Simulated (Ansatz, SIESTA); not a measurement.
# Bi2TeSe2: 3 runs at one level of theory

```
CELL_PARAMETERS angstrom
2.09150 1.20753 9.71233
-2.09150 1.20753 9.71233
0.00000 -2.41506 9.71233
ATOMIC_POSITIONS crystal
Bi 0.60194 0.60194 0.60194
Bi 0.39806 0.39806 0.39806
Te 0.00000 0.00000 0.00000
Se 0.78840 0.78840 0.78840
Se 0.21160 0.21160 0.21160
```

Alike in all runs: task band structure; functional PBEsol; k mesh 7 × 7 × 7; occupations fermi-dirac, width 0.05 eV; no spin polarisation; no spin-orbit coupling. Pressure is positive in compression and, in plane waves, holds the error of the finite cutoff, which Ansatz's Pulay term estimates and takes out. Gaps are the smaller of the mesh's and the band path's.

```csv
program and potentials,plane-wave cutoff (eV),notes,band gap (eV),pressure (GPa),largest force (eV/Å)
"Ansatz, Ansatz PAW",420,"potentials made for PBE, which Ansatz adapts in part; Pulay term of +0.03 GPa included",0.43,1.86,1.791
"SIESTA, files PseudoDojo sr-pbesol-0.4.1-standard, DZP (energy shift 0.003 Ry; two zetas on semicore shells)",-,atomic basis,0.44,3.36,1.617
"Ansatz, all-electron LAPW, scalar-relativistic",-,-,0.43,1.89,1.792
```

Force on atom 1 (Bi), eV/Å:

```
                                                                                      program and potentials      x      y       z
                                                                                          Ansatz, Ansatz PAW  0.000  0.000  -1.791
SIESTA, files PseudoDojo sr-pbesol-0.4.1-standard, DZP (energy shift 0.003 Ry; two zetas on semicore shells)  0.000  0.000  -1.617
                                                              Ansatz, all-electron LAPW, scalar-relativistic  0.000  0.000  -1.792
```

The band gap spans 0.43 (Ansatz, Ansatz PAW) to 0.44 eV (SIESTA, files PseudoDojo sr-pbesol-0.4.1-standard, DZP (energy shift 0.003 Ry; two zetas on semicore shells)), with all-electron results at 0.43. The pressure spans 1.86 (Ansatz, Ansatz PAW) to 3.36 GPa (SIESTA, files PseudoDojo sr-pbesol-0.4.1-standard, DZP (energy shift 0.003 Ry; two zetas on semicore shells)), with all-electron results at 1.89. The atoms of the given cell lie far from their minimum at this level. Spin-orbit coupling, left out here, moves the band edges of heavy atoms. Rows in atomic bases carry the error of their basis and grid, which can be large.

The functional is the same throughout but for its coding, so the spread measures potentials, basis and numerics; runs on potential files found faulty are left out.
